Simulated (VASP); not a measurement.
Al, 4 atoms in the cell. The cell holds a slab with vacuum, 4 atoms: a = 2.920 Å, b = 2.920 Å, c = 28.583 Å, α = 90.00°, β = 90.00°, γ = 120.00°. The cell was built by a generator and needn't be a form met in nature.

- Program: VASP 6.6.1
- Task: single point
- Functional: PBE
- Dispersion: D3(BJ)
- Potentials or basis: VASP PAW PBE potentials, release 64 (Al)
- Cutoff: 520 eV
- k mesh: 15 × 15 × 1
- Occupations: methfessel-paxton, width 0.1 eV
- Spin: no spin polarisation
- Dipole correction: yes
- Further INCAR settings: ALGO = Normal; EDIFF = 1e-06; NBANDS = 14

Potentials or basis: VASP PAW PBE potentials, release 64 (Al).

Command:

```sh
$ cat potpaw_PBE.64/Al/POTCAR > POTCAR
$ mpirun -np 1 vasp_std > vasp.out
```

Hardware: 1 thread of Intel(R) Xeon(R) Platinum 8259CL CPU @ 2.50GHz (Skylake/Cascade Lake), on a shared host.

Q: How long does it take, and how much memory?

A: It took 2.2 min on 1 thread of Intel(R) Xeon(R) Platinum 8259CL CPU @ 2.50GHz (Skylake/Cascade Lake), with other jobs on the host, peak memory 0.35 GiB. Counts: scf iterations 24, k points 27.
